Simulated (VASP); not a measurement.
A run of VASP 6.6.1 is set up as follows.

File INCAR:

```
SYSTEM = AlN
PREC = Accurate
ENCUT = 520
EDIFF = 1E-6
ISMEAR = 0
SIGMA = 0.02
LREAL = .FALSE.
LASPH = .TRUE.
NELM = 80
ALGO = Normal
ISIF = 2
LWAVE = .FALSE.
LCHARG = .FALSE.
GGA = PS
NBANDS = 11
```

Contents of KPOINTS:

```
regular mesh
0
G
  10 10 10
  0 0 0
```

The input POSCAR:

```
AlN
1.0
    0.0000000000      2.1882900000      2.1882900000
    2.1882900000      0.0000000000      2.1882900000
    2.1882900000      2.1882900000      0.0000000000
Al N
1 1
Direct
    0.0000000000      0.0000000000      0.0000000000
    0.2500000000      0.2500000000      0.2500000000
```

Contents of KPOINTS_OPT:

```
path GXWKGLUWLK,UX
15
line-mode
reciprocal
 0.0000000000  0.0000000000  0.0000000000  G
 0.5000000000  0.0000000000  0.5000000000  X

 0.5000000000  0.0000000000  0.5000000000  X
 0.5000000000  0.2500000000  0.7500000000  W

 0.5000000000  0.2500000000  0.7500000000  W
 0.3750000000  0.3750000000  0.7500000000  K

 0.3750000000  0.3750000000  0.7500000000  K
 0.0000000000  0.0000000000  0.0000000000  G

 0.0000000000  0.0000000000  0.0000000000  G
 0.5000000000  0.5000000000  0.5000000000  L

 0.5000000000  0.5000000000  0.5000000000  L
 0.6250000000  0.2500000000  0.6250000000  U

 0.6250000000  0.2500000000  0.6250000000  U
 0.5000000000  0.2500000000  0.7500000000  W

 0.5000000000  0.2500000000  0.7500000000  W
 0.5000000000  0.5000000000  0.5000000000  L

 0.5000000000  0.5000000000  0.5000000000  L
 0.3750000000  0.3750000000  0.7500000000  K

 0.6250000000  0.2500000000  0.6250000000  U
 0.5000000000  0.0000000000  0.5000000000  X
```

Potentials or basis: VASP PAW PBE potentials, release 64 (Al, N).

Launch:

```bash
$ cat potpaw_PBE.64/Al/POTCAR potpaw_PBE.64/N/POTCAR > POTCAR
$ mpirun -np 1 vasp_std > vasp.out
```

**Question.** Predict the band gap on the k mesh.

**Answer.** 3.18 eV, indirect (least direct gap 4.08 eV).

**Question.** Predict the band gap along the path.

**Answer.** 3.18 eV, indirect (least direct gap 4.08 eV).

**Question.** What does it give for the pressure?

**Answer.** 0.1 GPa.

Levels at the corners of the path, in eV from the valence-band top:
```tsv
point	band 1	band 2	band 3	band 4	band 5	band 6	band 7	band 8	band 9
Γ	-14.92	0.00	0.00	0.00	4.08	12.41	12.41	12.41	17.54
X	-12.22	-4.93	-1.78	-1.78	3.18	8.45	13.79	15.55	15.55
X	-12.22	-4.93	-1.78	-1.78	3.18	8.45	13.79	15.55	15.55
W	-12.16	-3.79	-3.47	-2.72	5.93	11.24	11.82	12.05	17.07
W	-12.16	-3.79	-3.47	-2.72	5.93	11.24	11.82	12.05	17.07
K	-12.23	-4.28	-3.66	-1.38	5.03	9.95	12.93	14.01	15.05
K	-12.23	-4.28	-3.66	-1.38	5.03	9.95	12.93	14.01	15.05
Γ	-14.92	0.00	0.00	0.00	4.08	12.41	12.41	12.41	17.54
Γ	-14.92	0.00	0.00	0.00	4.08	12.41	12.41	12.41	17.54
L	-12.86	-5.89	-0.48	-0.48	7.23	9.73	11.00	11.00	17.75
L	-12.86	-5.89	-0.48	-0.48	7.23	9.73	11.00	11.00	17.75
U	-12.23	-4.28	-3.66	-1.38	5.03	9.95	12.93	14.01	15.05
U	-12.23	-4.28	-3.66	-1.38	5.03	9.95	12.93	14.01	15.05
W	-12.16	-3.79	-3.47	-2.72	5.93	11.24	11.82	12.05	17.07
W	-12.16	-3.79	-3.47	-2.72	5.93	11.24	11.82	12.05	17.07
L	-12.86	-5.89	-0.48	-0.48	7.23	9.73	11.00	11.00	17.75
L	-12.86	-5.89	-0.48	-0.48	7.23	9.73	11.00	11.00	17.75
K	-12.23	-4.28	-3.66	-1.38	5.03	9.95	12.93	14.01	15.05
U	-12.23	-4.28	-3.66	-1.38	5.03	9.95	12.93	14.01	15.05
X	-12.22	-4.93	-1.78	-1.78	3.18	8.45	13.79	15.55	15.55
```

Caveat: the PAW data sets were made with another functional, which shifts forces and pressure a little. A hybrid or GW would open this gap; PBEsol tends to underestimate it.
